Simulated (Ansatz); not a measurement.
A run of Ansatz 0.2.0:

Contents of input:

```
crystal:
  lattice:
    - [4.107702, 0.0, 0.0]
    - [0.0, 4.107702, 0.0]
    - [0.0, 0.0, 6.07035]
  atoms:
    - { symbol: Se, position: [0.5, 0.0, 0.75372] }
    - { symbol: Se, position: [0.0, 0.5, 0.24628] }
    - { symbol: Zn, position: [0.5, 0.5, 0.0] }
    - { symbol: Zn, position: [0.0, 0.0, 0.0] }
hamiltonian:
  xc: { exchange: pbe, correlation: pbe, exx: { coeff: 0.5, omega: 0.2 } }
  pseudopotentials: { kind: paw }
kpoints:
  mp_grid: { grid: [4, 4, 3] }
scf:
  occupations: { method: fermi_dirac, width: 0.05 }
output:
  forces: true
  stress: true
  eigenvalues: true
```

Hardware: 1 × NVIDIA H100 80GB HBM3 with 2 threads of AMD EPYC 7R13 Processor (Zen 3) (shared host).

How long does it take, and how much memory?

Wall time 19 s on 1 × NVIDIA H100 80GB HBM3 with 2 threads of AMD EPYC 7R13 Processor (Zen 3), on a shared host, peak memory 2.2 GiB. Counts: scf iterations 23, plane waves 1989, k points 12, bands 34.
